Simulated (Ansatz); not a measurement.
Set up this calculation in Ansatz 0.2.0, as the native input.

```yaml
Task: relaxation of cell and atoms
Functional: PBE
Potentials_or_basis: Ansatz PAW
Cutoff: "420 eV (not typed: the program's choice for these potentials)"
k_mesh: 12 × 12 × 12
Occupations: fermi-dirac, width 0.05 eV
Spin: no spin polarisation
Target_pressure: 30 GPa
Target_pressure_GPa: 30
```

Mo:

```
Mo
1.0
    -1.58381    1.58381    1.58381
     1.58381   -1.58381    1.58381
     1.58381    1.58381   -1.58381
Mo
1
Direct
  0.00000 0.00000 0.00000
```

One way to write it, as run:

input.yaml

```yaml
crystal:
  lattice:
    - [-1.5838089719, 1.5838089719, 1.5838089719]
    - [1.5838089719, -1.5838089719, 1.5838089719]
    - [1.5838089719, 1.5838089719, -1.5838089719]
  atoms:
    - { symbol: Mo, position: [0.0, 0.0, 0.0] }
hamiltonian:
  xc: pbe
  pseudopotentials: { kind: paw }
kpoints:
  mp_grid: { grid: [12, 12, 12] }
scf:
  occupations: { method: fermi_dirac, width: 0.05 }
output:
  forces: true
  stress: true
  eigenvalues: true
relax:
  f_tol: 0.01
  max_steps: 40
  cell: { stress_tol: 0.05, p_target: 30.0 }
```

Potentials or basis: Ansatz PAW.

Launch:

```bash
$ ansatz run input.yaml --threads 2 --pin off --max-ram 5632MiB --backend cpu --events-out ev --progress --plain --runs-dir out
```

It gave:

* Relaxed volume: 14.37 Å³/atom
* Relaxed cell: a = 2.652 Å, b = 2.652 Å, c = 2.652 Å, α = 109.47°, β = 109.47°, γ = 109.47°
* Space group after relaxing (to 0.05 Å): Im-3m (No. 229)
* Energy change on relaxing (the enthalpy is what falls): +121.2 meV/atom
* Ionic steps: 5
* Pressure after relaxing: 30.0 GPa
* Band gap on the k mesh: none (metal or under the smearing width)

Caveat: the plane-wave basis is chosen anew once the cell has moved, so the energies of steps on either side of that aren't comparable.

Run time: 2.3 s on 2 threads of Arm Neoverse V2, on a shared host, peak memory 0.27 GiB.
